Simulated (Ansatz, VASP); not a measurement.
## KBr in VASP and in Ansatz

INCAR

```
ALGO = Normal
EDIFF = 1E-6
EDIFFG = -0.005
ENCUT = 600
GGA = PE
IBRION = 2
ISIF = 3
ISMEAR = 0
LASPH = True
LCHARG = False
LREAL = False
LWAVE = False
NELM = 60
NSW = 100
PREC = Accurate
SIGMA = 0.02
```

File KPOINTS:

```
k-points
0
Gamma
  6 6 6
```

Contents of POSCAR:

```
KBr
1.0
    4.0434990000      0.0000000000      0.0000000000
    0.0000000000      4.0434990000      0.0000000000
    0.0000000000      0.0000000000      4.0434990000
K Br
1 1
Direct
    0.0000000000      0.0000000000      0.0000000000
    0.5000000000      0.5000000000      0.5000000000
```

Input for Ansatz:

```yaml
crystal:
  lattice:
    - [4.043499, 0.0, 0.0]
    - [0.0, 4.043499, 0.0]
    - [0.0, 0.0, 4.043499]
  atoms:
    - { symbol: K, position: [0.0, 0.0, 0.0] }
    - { symbol: Br, position: [0.5, 0.5, 0.5] }
basis:
  ecutwfc: 420
kpoints:
  mp_grid: { grid: [6, 6, 6] }
hamiltonian:
  xc: pbe
scf:
  occupations: { method: gaussian, width: 0.02 }
output:
  forces: true
  stress: true
  eigenvalues: true
relax:
  adjacent_minimum: "off"
  f_tol: 0.005
  max_steps: 80
  cell: { stress_tol: 0.05 }
```

Measurements of this composition are mostly on another form, of space group No. 225.

Alike in both runs: task relaxation of cell and atoms; functional PBE; k mesh 6 × 6 × 6; occupations gaussian, width 0.02 eV; no spin polarisation.

```csv
,VASP,Ansatz
version,VASP 6.6.1,Ansatz 0.2.0
potentials or method,"VASP PAW PBE potentials, release 64 (K_sv, Br)","scalar-relativistic, plane waves, PAW"
plane-wave cutoff (eV),600,420
valence electrons in the cell,16,16
```

```tsv
	VASP	Ansatz	Ansatz less VASP
gap on the k mesh at the Fermi level, each at its own relaxed structure (eV)	3.86	3.86	+0.001
relaxed volume (Å³/atom)	33.06	33.06	0.000
relaxed cell length with the largest relative difference (Å)	4.043	4.043	0.0000
```

Caveats: the relaxation stopped at its first step, so nothing moved. A k mesh can miss the band edges. PBE gaps usually lie below the measured ones, often by a third to a half.
